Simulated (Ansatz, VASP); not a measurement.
**Al: VASP beside Ansatz**

File INCAR:

```
SYSTEM = Al
PREC     = Accurate       ! precision mode
ENCUT    = 520            ! plane-wave cutoff, eV
EDIFF    = 1E-6           ! SCF threshold, eV
ISMEAR   = -1             ! smearing method
SIGMA    = 0.05           ! smearing width, eV
LREAL    = .FALSE.        ! projectors in reciprocal space
LASPH    = .TRUE.         ! aspherical terms in the spheres
NELM     = 100            ! most SCF steps
ALGO     = Normal         ! electronic algorithm
ISIF     = 2              ! what is computed and relaxed
LWAVE    = .FALSE.        ! write WAVECAR
LCHARG   = .FALSE.        ! write CHGCAR
GGA      = PE             ! functional
NBANDS   = 10             ! bands
```

Contents of KPOINTS:

```
Automatic mesh
0
G
  6 6 8
  0 0 0
```

File POSCAR:

```
Al
1.0
    4.5467300000      0.0000000000      0.0000000000
   -2.2733700000      3.9375800000      0.0000000000
    0.0000000000      0.0000000000      2.7539300000
Al
2
Direct
    0.3333300000      0.6666700000      0.5000000000
    0.6666700000      0.3333300000      0.5000000000
```

The input input.yaml:

```yaml
crystal:
  lattice:
    - [4.54673, 0.0, 0.0]
    - [-2.27337, 3.93758, 0.0]
    - [0.0, 0.0, 2.75393]
  atoms:
    - { symbol: Al, position: [0.33333, 0.66667, 0.5] }
    - { symbol: Al, position: [0.66667, 0.33333, 0.5] }
hamiltonian:
  xc: pbe
  pseudopotentials: { kind: paw }
kpoints:
  mp_grid: { grid: [6, 6, 8] }
  band_path:
    path:
      - [[0.0, 0.0, 0.0], [0.5, 0.0, 0.0], [0.3333333333, 0.3333333333, 0.0], [0.0, 0.0, 0.0], [0.0, 0.0, 0.5], [0.5, 0.0, 0.5], [0.3333333333, 0.3333333333, 0.5], [0.0, 0.0, 0.5]]
      - [[0.5, 0.0, 0.5], [0.5, 0.0, 0.0]]
      - [[0.3333333333, 0.3333333333, 0.0], [0.3333333333, 0.3333333333, 0.5]]
    npoints: 14
scf:
  occupations: { method: fermi_dirac, width: 0.05 }
  n_extra_bands: 6
output:
  forces: true
  stress: true
  eigenvalues: true
  fatbands: false
  write_density: true
  write_potential: true
  elf: true
  volumetric_format: npy
```

The cell was built by a generator and needn't be a form met in nature.

Alike in both runs: functional PBE; k mesh 6 × 6 × 8; occupations fermi-dirac, width 0.05 eV; no spin polarisation.

```csv
,VASP,Ansatz
version,VASP 6.6.1,Ansatz 0.2.0
potentials or method,"VASP PAW PBE potentials, release 64 (Al)",Ansatz PAW
plane-wave cutoff (eV),520,420
valence electrons in the cell,6,6
task,single point,band structure
```

```tsv
	VASP	Ansatz	Ansatz less VASP
gap on the k mesh at the Fermi level (eV)	none	none	-
pressure (GPa)	0.0	0.1	+0.01
largest component of the traceless stress (GPa)	0.15	0.16	+0.004
```

A gap of «none» marks a metal or a gap that the smearing closes.
